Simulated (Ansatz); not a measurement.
Runs of Ansatz 0.2.0 on GaN. The structure is cubic, space group Fm-3m (No. 225). The conventional cell has a = 4.270 Å, b = 4.270 Å, c = 4.270 Å, α = 90.00°, β = 90.00°, γ = 90.00°. Around Ga (site symmetry m-3m) lie 6 N at 2.14 Å. N (site symmetry m-3m) is surrounded by 6 Ga at 2.14 Å. Measurements of this composition are mostly on another form, of space group No. 186.

| task | level | spin | cell | k mesh | smearing | points for each segment of the path | gap on the mesh (eV) | pressure (GPa) |
| --- | --- | --- | --- | --- | --- | --- | --- | --- |
| band structure | LDA | off | as given | 11 × 11 × 11 | fermi-dirac 0.05 eV | 14 | 0.35 | (a) |
| relaxation of cell and atoms | PBE | off | relaxed | 11 × 11 × 11 | fermi-dirac 0.05 eV | - | 0.56 | 0.0 |
| Born charges and dielectric tensor | PBEsol | off | as given | 11 × 11 × 11 | fixed | - | 0.47 | - |
| band structure | PBE | SOC, no magnetisation | as given | 8 × 8 × 8 | fermi-dirac 0.05 eV | 14 | (b) | -0.4 |
| band structure | PBE | off | as given | 11 × 11 × 11 | fermi-dirac 0.05 eV | 14 | 0.55 | -0.3 |
| single point | PBE | off | as given | 11 × 11 × 11 | gaussian 0.011 eV | - | 0.55 | -0.3 |

Alike in all rows: potentials or basis Ansatz PAW; cutoff (eV) 420.

Question: Estimate the missing entries.

Answer: (a) -13.6; (b) 0.43.

Caveats: odd divisions of the mesh miss points on the zone boundary, where band edges often lie, so the gap on the mesh can be too wide (some runs); the k mesh misses the band edges, so the gap on the mesh is wider than the one along the path (some runs); the PAW data sets come from PBE, with cores solved anew for the run's functional, which leaves a small shift of forces and pressure (some runs); the plane-wave basis is chosen anew once the cell has moved, so the energies of steps on either side of that aren't comparable (some runs); the gap is small at this level, which inflates the dielectric constant (some runs).

A k mesh can miss the band edges, and rows without SOC leave out spin-orbit coupling on Ga.
